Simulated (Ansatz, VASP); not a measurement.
**Cross-check of In2O3 between VASP and Ansatz**

Wanted: the spread between two codes on one cell, functional and k mesh. The cell is taken from a series of runs on this material, whose earlier steps may have relaxed, scaled, displaced or heated it; both programs get it as it stands.

Main program and level: Ansatz 0.2.0; plane waves, with VASP 6.6.1 beside it; single point at HSE06.

### 1. Set-up

Symmetry: C2/c, No. 15, monoclinic system. The conventional cell has a = 9.504 Å, b = 5.569 Å, c = 5.782 Å, α = 90.00°, β = 123.22°, γ = 90.00°. In has 6 O at 2.13 to 2.27 Å nearest. O has 4 In at 2.13 to 2.27 Å nearest. O has 4 In at 2.13 to 2.26 Å nearest. Farther neighbours and most contacts between anions are not listed.

Structure file:

```cif
data_structure
_symmetry_space_group_name_H-M 'C2/c'
_symmetry_Int_Tables_number 15
_cell_length_a 9.5038
_cell_length_b 5.5693
_cell_length_c 5.7818
_cell_angle_alpha 90.000
_cell_angle_beta 123.224
_cell_angle_gamma 90.000
_cell_volume 256.00
loop_
_atom_site_label
_atom_site_type_symbol
_atom_site_symmetry_multiplicity
_atom_site_Wyckoff_symbol
_atom_site_fract_x
_atom_site_fract_y
_atom_site_fract_z
_atom_site_occupancy
In1 In 8 f 0.39328 0.25059 0.92818 1
O1 O 4 e 0.00000 0.45494 0.25000 1
O2 O 8 f 0.35205 0.39824 0.25068 1
```

### 2. VASP: single point, HSE06

With cell and atoms fixed, the geometry can't cause a difference; cores, projectors, grids and the points listed under the comparison can.

Lines of VASP's logs that name or quote its potential files are left out, and so is its time.

The run reads the wave functions of an earlier VASP run, which isn't shown here.

The input, INCAR:

```
SYSTEM = In2O3
PREC = Accurate
ENCUT = 520
EDIFF = 1E-06
NELM = 100
ISMEAR = 0
SIGMA = 0.01
LREAL = .FALSE.
ALGO = Normal
LHFCALC = .TRUE.
AEXX = 0.25
GGA = PE
HFSCREEN = 0.208
LASPH = .TRUE.
NBANDS = 54
PRECFOCK = Fast
LORBIT = 11
LWAVE = .FALSE.
LCHARG = .FALSE.
KPAR = 8
NCORE = 2
ISIF = 2
```

The input, POSCAR:

```
In2O3
1.0
    2.7846525000      1.5839604635      4.8366666667
   -2.7846525000      1.5839604635      4.8366666667
    0.0000000000     -3.1679209270      4.8366666667
In O
4 6
Direct
    0.3561307476      0.3573184388      0.3583730338
    0.1426815612      0.1438692524      0.1416269662
    0.6438692524      0.6426815612      0.6416269662
    0.8573184388      0.8561307476      0.8583730338
    0.5450590410      0.9549409590      0.2500000000
    0.2497105871      0.5461819044      0.9534228160
    0.9538180956      0.2502894129      0.5465771840
    0.4549409590      0.0450590410      0.7500000000
    0.7502894129      0.4538180956      0.0465771840
    0.0461819044      0.7497105871      0.4534228160
```

The input, KPOINTS:

```
Automatic mesh
0
Gamma
4 4 4
0 0 0
```

The projector-augmented-wave data sets are In_d and O (PBE family, release 64).

On the command line:

```bash
> mpirun -np 16 vasp_std
```

Numbers of over 12 decimals in the logs are rounded to 6 here.

The program printed:

```text
[banner, memory and clock lines left out]
running   16 mpi-ranks, on    1 nodes
 distrk:  each k-point on    2 cores,    8 groups
 distr:  one band on    2 cores,    1 groups

 POSCAR found type information on POSCAR InO
 POSCAR found :  2 types and      10 ions
 LDA part: xc-table for (Slater+PW92), standard interpolation
 found WAVECAR, reading the header
 POSCAR, INCAR and KPOINTS ok, starting setup
 FFT: planning ... GRIDC
 FFT: planning ... GRID_SOFT
 FFT: planning ... GRID
 reading WAVECAR
 the WAVECAR file was read successfully
 initial charge from wavefunction
 entering main loop
       N       E                     dE             d eps       ncg     rms          rms(c)
DAV:   1    -0.699673760047E+02   -0.69967E+02   -0.20668E+00  3320   0.105E+01    0.512E+00
DAV:   2    -0.700048600982E+02   -0.37484E-01   -0.17925E-01  3090   0.224E+00    0.659E+00
DAV:   3    -0.699965210614E+02    0.83390E-02   -0.24700E-02  3968   0.874E-01    0.569E+00
DAV:   4    -0.699950793099E+02    0.14418E-02   -0.36191E-03  3536   0.463E-01    0.349E+00
DAV:   5    -0.699943798649E+02    0.69945E-03   -0.46151E-04  3640   0.218E-01    0.211E+00
DAV:   6    -0.699941705281E+02    0.20934E-03   -0.17799E-04  3180   0.100E-01    0.127E+00
DAV:   7    -0.699941068543E+02    0.63674E-04   -0.30022E-05  3536   0.465E-02    0.787E-01
DAV:   8    -0.699940877875E+02    0.19067E-04   -0.12564E-05  3372   0.289E-02    0.477E-01
DAV:   9    -0.699940836509E+02    0.41366E-05   -0.48408E-06  2648   0.170E-02    0.287E-01
DAV:  10    -0.699940830466E+02    0.60423E-06   -0.15533E-06  1924   0.984E-03
   1 F= -.69994083E+02 E0= -.69994083E+02  d E =-.770732E-21
```

Parts of OUTCAR (step 2):

```text
ion  position               nearest neighbor table
   1  0.356  0.357  0.358-   8 2.13   9 2.13  10 2.14   7 2.25   6 2.26   5 2.27   2 3.11   3 3.25
                             3 3.27   3 3.28   2 3.60   2 3.64   2 3.64   4 3.99   4 3.99   4 4.01
   2  0.143  0.144  0.142-   8 2.13  10 2.13   9 2.14   6 2.25   7 2.26   5 2.27   1 3.11   4 3.25
                             4 3.27   4 3.28   1 3.60   1 3.64   1 3.64   3 3.99   3 3.99   3 4.01
   3  0.644  0.643  0.642-   5 2.13   6 2.13   7 2.14  10 2.25   9 2.26   8 2.27   4 3.11   1 3.25
                             1 3.27   1 3.28   4 3.60   4 3.64   4 3.64   2 3.99   2 3.99   2 4.01
   4  0.857  0.856  0.858-   5 2.13   7 2.13   6 2.14   9 2.25  10 2.26   8 2.27   3 3.11   2 3.25
                             2 3.27   2 3.28   3 3.60   3 3.64   3 3.64   1 3.99   1 3.99   1 4.01
   5  0.545  0.955  0.250-   3 2.13   4 2.13   1 2.27   2 2.27
   6  0.250  0.546  0.953-   3 2.13   4 2.14   2 2.25   1 2.26
   7  0.954  0.250  0.547-   4 2.13   3 2.14   1 2.25   2 2.26
   8  0.455  0.045  0.750-   1 2.13   2 2.13   3 2.27   4 2.27
   9  0.750  0.454  0.047-   1 2.13   2 2.14   4 2.25   3 2.26
  10  0.046  0.750  0.453-   2 2.13   1 2.14   3 2.25   4 2.26

  LATTYP: Found a base centered monoclinic cell.
 ALAT       =     9.5037627810
 B/A-ratio  =     0.5860105232
 C/A-ratio  =     0.6083682535
 COS(beta)  =    -0.5479137536

 Subroutine GETGRP returns: Found  4 space group operations
 (whereof  2 operations were pure point group operations)

The static configuration has the point symmetry S_2 .
 The point group associated with its full space group is C_2h.

 Found     24 irreducible k-points:

   k-points           NKPTS =     24   k-points in BZ     NKDIM =     64   number of bands    NBANDS=     54

   dimension x,y,z NGX =    48 NGY =   48 NGZ =   48
   dimension x,y,z NGXF=    96 NGYF=   96 NGZF=   96

   ENCUT  =  520.0 eV  38.22 Ry    6.18 a.u.  10.79 10.79 10.75*2*pi/ulx,y,z

   NELECT =      88.0000    total number of electrons

 k-points in reciprocal lattice and weights: Automatic mesh
   0.00000000  0.00000000  0.00000000       0.016
   0.25000000 -0.00000000 -0.00000000       0.062
   0.50000000 -0.00000000 -0.00000000       0.031
   0.25000000  0.25000000 -0.00000000       0.031
   0.50000000  0.25000000 -0.00000000       0.062
  -0.25000000  0.25000000  0.00000000       0.031
   0.50000000  0.50000000 -0.00000000       0.016
  -0.00000000 -0.00000000  0.25000000       0.031
   0.25000000 -0.00000000  0.25000000       0.062
[...]
-0.25000000  0.25000000  0.50000000       0.031
   0.50000000  0.50000000  0.50000000       0.016

  exchange ACFDT corr.  =         0.00000000  see jH, gK, PRB 81, 115126

 average (electrostatic) potential at core
       1 -87.0849       2 -87.0849       3 -87.0849       4 -87.0849       5 -61.6650
       6 -61.6905       7 -61.6905       8 -61.6650       9 -61.6905      10 -61.6905

 E-fermi :   4.3797

 k-point     1 :       0.0000    0.0000    0.0000
  band No.  band energies     occupation
    ...
     40       3.8627      2.00000
     41       4.0639      2.00000
     42       4.0735      2.00000
     43       4.2790      2.00000
     44       4.3170      2.00000
     45       6.9958      0.00000
     46      11.4596      0.00000
     47      12.3503      0.00000
     48      13.3445      0.00000
     49      15.2826      0.00000
    ...

 k-point     2 :       0.2500   -0.0000   -0.0000
  band No.  band energies     occupation
    ...
     40       3.8247      2.00000
     41       3.8952      2.00000
     42       3.9542      2.00000
     43       4.1426      2.00000
     44       4.3056      2.00000
     45       8.5439      0.00000
     46      12.0363      0.00000
     47      12.0455      0.00000
     48      12.6904      0.00000
     49      13.8962      0.00000
    ...

 k-point     3 :       0.5000   -0.0000   -0.0000
  band No.  band energies     occupation
    ...
     40       3.3373      2.00000
     41       3.6216      2.00000
     42       3.6362      2.00000
     43       4.2381      2.00000
     44       4.2613      2.00000
     45      10.8389      0.00000
     46      10.8711      0.00000
     47      11.8850      0.00000
     48      11.8851      0.00000
     49      14.4225      0.00000
    ...

  Total       -2.3513912     -0.5631130     -0.0404443      0.0000000     -0.0952387      0.0000000
  in kB      -29.4321995     -7.0484460     -0.5062386      0.0000000     -1.1920960      0.0000000
  external PRESSURE =     -12.3289614 kB  Pullay stress =       0.0000000 kB

  energy-cutoff  :      520.00
  volume of cell :      128.00
      direct lattice vectors                 reciprocal lattice vectors
     2.784652500  1.583960463  4.836666667     0.179555618  0.105221482  0.068917988
    -2.784652500  1.583960463  4.836666667    -0.179555618  0.105221482  0.068917988
     0.000000000 -3.167920927  4.836666667     0.000000000 -0.210442963  0.068917988

 POSITION                                       TOTAL-FORCE (eV/Angst)
 -----------------------------------------------------------------------------------
     -0.00331     -0.00522      5.18405         0.001907     -0.003239      0.015909
     -0.00331      0.00522      2.07095         0.001907      0.003239     -0.015909
      0.00331      0.00522      9.32595        -0.001907      0.003239     -0.015909
      0.00331     -0.00522     12.43905        -0.001907     -0.003239      0.015909
     -1.14138      1.58396      8.46417         0.085960      0.000000      0.000000
     -0.82557     -1.75971      8.46086        -0.041842      0.069923      0.003299
      1.95908      0.17575      8.46748        -0.041842     -0.069923     -0.003299
      1.14138     -1.58396      6.04583        -0.085960      0.000000      0.000000
      0.82557      1.75971      6.04914         0.041842     -0.069923     -0.003299
     -1.95908     -0.17575      6.04252         0.041842      0.069923      0.003299
 -----------------------------------------------------------------------------------
    total drift:                                0.000000     -0.000001      0.000000

  FREE ENERGIE OF THE ION-ELECTRON SYSTEM (eV)
  ---------------------------------------------------
  free  energy   TOTEN  =       -69.9940830466 eV

  energy  without entropy=      -69.9940830466  energy(sigma->0) =      -69.99408305

 total charge
# of ion       s       p       d       tot
------------------------------------------
    1        0.621   0.640  10.076  11.337
    2        0.621   0.640  10.076  11.337
    3        0.621   0.640  10.076  11.337
    4        0.621   0.640  10.076  11.337
    5        1.563   3.481   0.000   5.044
    6        1.563   3.481   0.000   5.044
    7        1.563   3.481   0.000   5.044
    8        1.563   3.481   0.000   5.044
    9        1.563   3.481   0.000   5.044
   10        1.563   3.481   0.000   5.044
--------------------------------------------------
tot         11.862  23.446  40.303  75.611

[... 3 further parts left out ...]
```

The gap is read on the k-mesh alone, so it is an upper bound where the band edges lie off the mesh. The PAW data sets were made with PBE, which is usual practice but a small mismatch for other functionals.

[end of part 1 of 2]

[Lines on the potential files, build, host, timing and source positions are cut from VASP's logs without a mark.]

[Logs are printed without paths, hosts, clocks, repeated set-up lines and the standing remarks that a program may print on its own settings, such as how far it seeks lower states.]

[Hosts, paths, dates, database ids (printed as entryN), source tags and the programs' standing remarks are cut or masked in the printed files.]
